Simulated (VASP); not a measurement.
Runs of VASP 6.6.1 on Al2O3. It takes space group Pbcn (No. 60, orthorhombic). Conventional cell: a = 6.430 Å, b = 4.402 Å, c = 4.577 Å, α = 90.00°, β = 90.00°, γ = 90.00°. Al (site symmetry 1) has 6 O at 1.72 to 1.86 Å as nearest neighbours. Around O (site symmetry 1) lie 4 Al at 1.74 to 1.86 Å. O (site symmetry 2) has 4 Al at 1.72 to 1.81 Å as nearest neighbours. Measurements of this composition are mostly on another form, of space group No. 167.

```tsv
level	cell	target pressure	gap on the mesh (eV)	pressure (GPa)	relaxed volume (Å³/atom)	largest force (eV/Å)
PBE	relaxed to 113 GPa	113 GPa	8.86	113.0	-	-
PBEsol	relaxed to 113 GPa	113 GPa	(b)	113.0	-	0.01
PBEsol	relaxed	-	5.51	-0.1	8.36	0.01
PBE	relaxed	-	(a)	0.0	8.55	0.01
```

Alike in all rows: task relaxation of cell and atoms; potentials or basis VASP PAW PBE potentials, release 64 (Al, O); no spin polarisation; k mesh 4 × 6 × 6; cutoff (eV) 600; smearing gaussian 0.03 eV.

Q: Fill in the values left out.

A: (a) 5.33; (b) 8.93.

Caveats: the cell is relaxed towards a set pressure, so the enthalpy falls and the energy may rise (some runs); the PAW data sets were made with another functional, which shifts forces and pressure a little (some runs); the volume moved by over 15 % at a fixed basis, so the end points are rough (some runs).

A k mesh can miss the band edges.
